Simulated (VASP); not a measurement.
Computed results, one entry a study.

CdF2 (111), 3 units in VASP. The cell holds 9 atoms: 6 F and 3 Cd. Cell: a = 3.811 Å, b = 3.811 Å, c = 25.780 Å, α = 90.0°, β = 90.0°, γ = 120.0°. It derives from CdF2 (fluorite CdF2). Vacuum lies along c. The calculation used PBE; plane waves and PAW (F, Cd) (and 1 further level or step) in VASP 6.6.1, with PAW datasets (F, Cd), PAW release PBE 64, 12×12×1 k-mesh, ENCUT 400 eV, ISMEAR 0, SIGMA 0.05 eV in one of its runs. The ionisation potential of the slab is 8.41 eV and the polarisability per area of the slab or monolayer is 0.502 Å. The ionisation potential is 8.41 eV at both faces. The atom that ends on top (F) moved outwards by 0.22 Å, counted from the mean of all atoms. Values taken over the cell's volume include its vacuum. The program warned about the flatness of the vacuum, which adds doubt to these levels. Semilocal band edges put the ionisation potential too low and the gap too small. The cell in the plane was kept as given and was not relaxed here.

[Hosts, paths, dates, database ids (printed as entryN), source tags and the programs' standing remarks are cut or masked in the printed files.]

[In band tables of VASP the shares of atoms and orbitals are scaled to a sum of 1 inside the atoms' spheres.]

[Runs that stopped without an error message from VASP are left out.]
